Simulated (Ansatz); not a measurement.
Crystal: WC.

```
W C
1.0
     1.64035   -2.11804    0.00000
     1.64035    2.11804    0.00000
     0.00000    0.00000    4.30942
W C
1 1
Direct
  0.50000 0.50000 0.50000
  0.00000 0.00000 0.00000
```

The cell was built by a generator and needn't be a form met in nature.

| Item | Value |
| --- | --- |
| Program | Ansatz 0.2.0 |
| Task | relaxation of cell and atoms |
| Functional | PBEsol0 |
| Potentials or basis | Ansatz PAW |
| Cutoff | 420 eV (not typed: the program's choice for these potentials) |
| k mesh | 5 × 5 × 3 |
| Occupations | fermi-dirac, width 0.05 eV |
| Spin | no spin polarisation |

At the start: volume 14.97 Å³/atom.

Task: How do energy, volume and symmetry change on relaxing?

Result: It ends after 18 steps and the volume is 10.92 Å³/atom (-27.0 %); space group Cmmm (No. 65, to 0.05 Å).

The path:
| step | energy change (eV) | largest force (eV/Å) | volume (Å³) |
| --- | --- | --- | --- |
| 1 | 0.0000 | 0.0000 | 29.94 |
| 2 | -0.9695 | 0.0000 | 27.56 |
| 3 | -1.8877 | 0.0000 | 25.32 |
| 4 | -2.6890 | 0.0000 | 23.37 |
| 5 | -3.4135 | 0.0000 | 21.98 |
| 6 | -3.9445 | 0.0000 | 21.15 |
| 7 | -4.1492 | 0.0000 | 21.56 |
| 8 | -4.4395 | 0.0000 | 22.17 |
| 9 | -4.4842 | 0.0000 | 21.34 |
| 10 | -4.5185 | 0.0000 | 22.14 |
| 11 | -4.5446 | 0.0000 | 21.86 |
| 12 | -4.5461 | 0.0000 | 21.80 |
| 13 | -4.5463 | 0.0000 | 21.81 |
| 14 | -4.5464 | 0.0000 | 21.82 |
| 15 | -4.5464 | 0.0000 | 21.82 |
| 16 | -4.5482 | 0.0000 | 21.82 |
| 17 | -4.5482 | 0.0000 | 21.84 |
| 18 | -4.5483 | 0.0000 | 21.84 |

Final structure:
```cif
data_structure
_symmetry_space_group_name_H-M 'P 1'
_symmetry_Int_Tables_number 1
_cell_length_a 2.8818
_cell_length_b 2.8818
_cell_length_c 2.9450
_cell_angle_alpha 90.000
_cell_angle_beta 90.000
_cell_angle_gamma 116.724
_cell_volume 21.84
loop_
_atom_site_label
_atom_site_type_symbol
_atom_site_fract_x
_atom_site_fract_y
_atom_site_fract_z
_atom_site_occupancy
W1 W 0.50000 0.50000 0.50000 1
C1 C 0.00000 0.00000 0.00000 1
```

Caveat: the k mesh is coarse (spacing up to 0.49 Å⁻¹), so the values aren't converged, least of all with exact exchange; the volume moved by over 15 % at a fixed basis, so the end points are rough; the plane-wave basis is chosen anew once the cell has moved, so the energies of steps on either side of that aren't comparable; the PAW data sets come from PBE, with cores solved anew for the run's functional, which leaves a small shift of forces and pressure.
